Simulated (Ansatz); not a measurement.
**MnO2: energy against volume**

Aim, for MnO2: follow the energy without spin against volume.

Computed with Ansatz 0.2.0 (DFT PBE+U, scalar-relativistic, plane waves, PAW, unless a step's input says otherwise).

## (1) The structure to begin with

Symmetry: R-3m, No. 166, trigonal system. The conventional cell has a = 2.857 Å, b = 2.857 Å, c = 13.752 Å, α = 90.00°, β = 90.00°, γ = 120.00°. Mn (site symmetry -3m) has 6 O at 1.90 Å as nearest neighbours. Around O (site symmetry 3m) lie 3 Mn at 1.90 Å.

Coordinates:

```
Mn O
1.0
     1.42843    0.82471    4.58393
    -1.42843    0.82471    4.58393
     0.00000   -1.64941    4.58393
Mn O
1 2
Direct
  0.00000 0.00000 0.00000
  0.26436 0.26436 0.26436
  0.73564 0.73564 0.73564
```

Source of the structure: the Materials Project (structure only). It is taken as it stands there.

## (2) The base input

File input.yaml:

```yaml
crystal:
  lattice:
    - [1.4284348394, 0.824707239, 4.5839315268]
    - [-1.4284348394, 0.824707239, 4.5839315268]
    - [0.0, -1.6494144781, 4.5839315268]
  atoms:
    - { symbol: Mn, position: [0.0, 0.0, 0.0], spin: 3.03 }
    - { symbol: O, position: [0.26436449, 0.26436449, 0.26436449] }
    - { symbol: O, position: [0.73563551, 0.73563551, 0.73563551] }
basis:
  ecutwfc: 420
kpoints:
  mp_grid: { grid: [12, 12, 12] }
hamiltonian:
  xc: pbe
  hubbard: { sites: [{ species: Mn, l: d, u_eff: 3.9 }] }
scf:
  occupations: { method: gaussian, width: 0.02 }
output:
  forces: true
  stress: true
  eigenvalues: true
  populations: true
  write_density: true
  write_potential: true
  elf: true
  volumetric_format: npy
magnetization:
  spin_polarized: true
```

Its results, from an earlier run: -1677.0471 eV/atom at zero smearing, pressure 10.22 GPa, largest force 0.458 eV/Å, gap on the mesh 1.97 eV, site moments Mn +2.75, O -0.09 (×2) μB, in 14 SCF cycles and 39 s.

## (3) V/V0 = 0.8, start: no spin polarisation

File input.yaml:

```yaml
crystal:
  lattice:
    - [1.32604144, 0.7655903823, 4.2553450778]
    - [-1.32604144, 0.7655903823, 4.2553450778]
    - [0.0, -1.5311807647, 4.2553450778]
  atoms:
    - { symbol: Mn, position: [0.0, 0.0, 0.0] }
    - { symbol: O, position: [0.26436449, 0.26436449, 0.26436449] }
    - { symbol: O, position: [0.73563551, 0.73563551, 0.73563551] }
basis:
  ecutwfc: 420
kpoints:
  mp_grid: { grid: [12, 12, 12] }
hamiltonian:
  xc: pbe
  hubbard: { sites: [{ species: Mn, l: d, u_eff: 3.9 }] }
scf:
  occupations: { method: gaussian, width: 0.02 }
output:
  forces: true
  stress: true
  eigenvalues: true
  write_density: true
  write_potential: true
  elf: true
  volumetric_format: npy
```

On the command line:

```console
> ansatz run input.yaml --threads 1 --pin off --max-ram 2560MiB --backend cpu --events-out ev --progress --plain --runs-dir out
```

## (4) V/V0 = 0.86, start: no spin polarisation

input.yaml: that of step 3 with these lines changed.

```diff
@@ -2,5 +2,5 @@
   lattice:
-    - [1.32604144, 0.7655903823, 4.2553450778]
-    - [-1.32604144, 0.7655903823, 4.2553450778]
-    - [0.0, -1.5311807647, 4.2553450778]
+    - [1.3583965956, 0.7842706401, 4.3591746775]
+    - [-1.3583965956, 0.7842706401, 4.3591746775]
+    - [0.0, -1.5685412802, 4.3591746775]
   atoms:
@@ -22,5 +22 @@
   eigenvalues: true
-  write_density: true
-  write_potential: true
-  elf: true
-  volumetric_format: npy
```

## (5) V/V0 = 0.92, start: no spin polarisation

input.yaml: that of step 4 with these lines changed.

```diff
@@ -2,5 +2,5 @@
   lattice:
-    - [1.3583965956, 0.7842706401, 4.3591746775]
-    - [-1.3583965956, 0.7842706401, 4.3591746775]
-    - [0.0, -1.5685412802, 4.3591746775]
+    - [1.3892797638, 0.8021010456, 4.4582805831]
+    - [-1.3892797638, 0.8021010456, 4.4582805831]
+    - [0.0, -1.6042020912, 4.4582805831]
   atoms:
```

## (6) V/V0 = 0.96, start: no spin polarisation

input.yaml: that of step 5 with these lines changed.

```diff
@@ -2,5 +2,5 @@
   lattice:
-    - [1.3892797638, 0.8021010456, 4.4582805831]
-    - [-1.3892797638, 0.8021010456, 4.4582805831]
-    - [0.0, -1.6042020912, 4.4582805831]
+    - [1.4091292993, 0.8135611803, 4.5219789117]
+    - [-1.4091292993, 0.8135611803, 4.5219789117]
+    - [0.0, -1.6271223606, 4.5219789117]
   atoms:
```

## (7) V/V0 = 1, start: no spin polarisation

input.yaml: that of step 6 with these lines changed.

```diff
@@ -2,5 +2,5 @@
   lattice:
-    - [1.4091292993, 0.8135611803, 4.5219789117]
-    - [-1.4091292993, 0.8135611803, 4.5219789117]
-    - [0.0, -1.6271223606, 4.5219789117]
+    - [1.4284348394, 0.824707239, 4.5839315268]
+    - [-1.4284348394, 0.824707239, 4.5839315268]
+    - [0.0, -1.6494144781, 4.5839315268]
   atoms:
@@ -22 +22,5 @@
   eigenvalues: true
+  write_density: true
+  write_potential: true
+  elf: true
+  volumetric_format: npy
```

## (8) V/V0 = 1.04, start: no spin polarisation

input.yaml: that of step 7 with these lines changed.

```diff
@@ -2,5 +2,5 @@
   lattice:
-    - [1.4284348394, 0.824707239, 4.5839315268]
-    - [-1.4284348394, 0.824707239, 4.5839315268]
-    - [0.0, -1.6494144781, 4.5839315268]
+    - [1.4472321903, 0.8355598946, 4.6442533328]
+    - [-1.4472321903, 0.8355598946, 4.6442533328]
+    - [0.0, -1.6711197893, 4.6442533328]
   atoms:
@@ -22,5 +22 @@
   eigenvalues: true
-  write_density: true
-  write_potential: true
-  elf: true
-  volumetric_format: npy
```

## (9) V/V0 = 1.1, start: no spin polarisation

input.yaml: that of step 8 with these lines changed.

```diff
@@ -2,5 +2,5 @@
   lattice:
-    - [1.4472321903, 0.8355598946, 4.6442533328]
-    - [-1.4472321903, 0.8355598946, 4.6442533328]
-    - [0.0, -1.6711197893, 4.6442533328]
+    - [1.4745448809, 0.8513288839, 4.7319013657]
+    - [-1.4745448809, 0.8513288839, 4.7319013657]
+    - [0.0, -1.7026577679, 4.7319013657]
   atoms:
```

## (10) V/V0 = 1.18, start: no spin polarisation

input.yaml: that of step 9 with these lines changed.

```diff
@@ -2,5 +2,5 @@
   lattice:
-    - [1.4745448809, 0.8513288839, 4.7319013657]
-    - [-1.4745448809, 0.8513288839, 4.7319013657]
-    - [0.0, -1.7026577679, 4.7319013657]
+    - [1.5094582422, 0.8714861224, 4.8439403982]
+    - [-1.5094582422, 0.8714861224, 4.8439403982]
+    - [0.0, -1.7429722449, 4.8439403982]
   atoms:
@@ -22 +22,5 @@
   eigenvalues: true
+  write_density: true
+  write_potential: true
+  elf: true
+  volumetric_format: npy
```

(Steps that only read results are left out.)

Q: Predict the outcome of the series: the values and the trend.

The runs gave:

| quantity | value |
| --- | --- |
| lowest point, start “no spin polarisation” | V/V0 = 1.00 |

In words: For the start “no spin polarisation” the lowest point lies at V/V0 = 1.00. The pressure passes through zero near V/V0 = 1.004, about 10.84 Å³/atom. The base cell is magnetic, so this curve without spin is not the ground state's. The listed cell is far from this method's equilibrium (10.2 GPa, forces up to 0.46 eV/Å), so its values are not those of the relaxed crystal. The final runs have no spin polarisation, so no magnetic state was tried and one may lie lower.
